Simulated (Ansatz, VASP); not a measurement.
# Two plane-wave programs on Na

```xyz
1
Lattice="3.5933 0.0000 0.0000 -1.7966 3.1119 0.0000 0.0000 0.0000 3.3575" Properties=species:S:1:pos:R:3 pbc="T T T"
Na    0.0000    0.0000    0.0000
```

Alike in both runs: functional PBEsol; k mesh 18 × 18 × 16; occupations gaussian, width 0.1 eV; no spin polarisation.

Ansatz relaxed the structure, and its values are those at the end. VASP's run is a single point on that final structure, the one shown.

```csv
,VASP,Ansatz
version,VASP 6.6.1,Ansatz 0.2.0
potentials or method,"VASP PAW PBE potentials, release 64 (Na_pv)","scalar-relativistic, plane waves, PAW"
plane-wave cutoff (eV),520,420
valence electrons in the cell,7,9
```

```csv
,VASP,Ansatz,Ansatz less VASP
gap on the k mesh at the Fermi level (eV),none,none,-
pressure (GPa),0.0,0.0,+0.03
```

A gap of «none» marks a metal or a gap that the smearing closes. The two sets of potentials don't hold the same shells in valence.

Caveats: the PAW data sets were made with another functional, which shifts forces and pressure a little (VASP).
